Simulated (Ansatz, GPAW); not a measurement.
Given: the input of a run of Ansatz 0.2.0 on Ti (Titanium). 

input.yaml

```yaml
crystal:
  lattice:
    - [2.95, 0.0, 0.0]
    - [-1.475, 2.5547749412, 0.0]
    - [0.0, 0.0, 4.68]
  atoms:
    - { symbol: Ti, position: [0.6666666667, 0.3333333333, 0.75] }
    - { symbol: Ti, position: [0.3333333333, 0.6666666667, 0.25] }
kpoints:
  mp_grid: { grid: [10, 10, 6] }
scf:
  occupations: { method: gaussian, width: 0.013 }
hamiltonian:
  xc: pbe
  pseudopotentials: { kind: all_electron, lapw: { basis_error: 0.001 } }
output:
  forces: true
  stress: true
  eigenvalues: true
```

Potentials or basis: all-electron LAPW, scalar-relativistic.

Run with:

```console
$ ansatz run input.yaml --threads 1 --pin off --max-ram 3072MiB --backend cpu --events-out ev --progress --plain --runs-dir out
```

**Question.** Translate it to GPAW 26.7.0 (ASE script). Potentials or basis there: GPAW PAW data sets (gpaw-data 1.2.1), cutoff 600 eV.

**Answer.** As run (cutoffs and basis follow the program's own potentials, and thresholds, step limits or extra output files can differ):

The input run.py:

```python
from ase import Atoms
from ase.dft.bandgap import bandgap
from ase.io import write
from ase.units import Bohr, GPa
from gpaw import GPAW, PW
from gpaw.elf import elf_from_dft_calculation

atoms = Atoms(['Ti', 'Ti'],
              cell=[[2.95, 0.0, 0.0],
                    [-1.475, 2.5547749412, 0.0],
                    [0.0, 0.0, 4.68]],
              scaled_positions=[[0.6666666667, 0.3333333333, 0.75],
                                [0.3333333333, 0.6666666667, 0.25]],
              pbc=True)

calc = GPAW(mode=PW(600),
            xc='PBE',
            kpts={'size': (10, 10, 6), 'gamma': True},
            occupations={'name': 'methfessel-paxton', 'order': 0, 'width': 0.013000000000000001},
            nbands=24,
            convergence={'density': 1e-05, 'energy': 1e-05},
            maxiter=150,
            txt='gpaw.txt')
atoms.calc = calc
energy = atoms.get_potential_energy()
forces = atoms.get_forces()
stress = atoms.get_stress()
calc.write('gs.gpw')
write('result.traj', atoms)
print(f'Energy: {energy:.6f} eV')
print('Forces (eV/A):')
print(forces.round(4))
print('Stress (GPa):', (stress / GPa).round(3))
print('Fermi level:', round(calc.get_fermi_level(), 4), 'eV')
print(f'Gap: {bandgap(calc)[0]:.4f} eV, direct: {bandgap(calc, direct=True)[0]:.4f} eV')

# fields on the real-space grid
write('density.cube', atoms, data=calc.get_pseudo_density() * Bohr**3)
write('potential.cube', atoms, data=calc.get_electrostatic_potential())
write('elf.cube', atoms, data=elf_from_dft_calculation(calc).data)
```

Potentials or basis: GPAW PAW data sets (gpaw-data 1.2.1), pw.

Launch:

```bash
$ OMP_NUM_THREADS=1 python run.py
```

Both were run:

|  | Ansatz | GPAW |
| --- | --- | --- |
| Pressure | -1.4 GPa | -2.0 GPa |

Where Ansatz's input types no cutoff or centring, it takes its own default and a Γ-centred mesh.

Pressure is positive in compression.
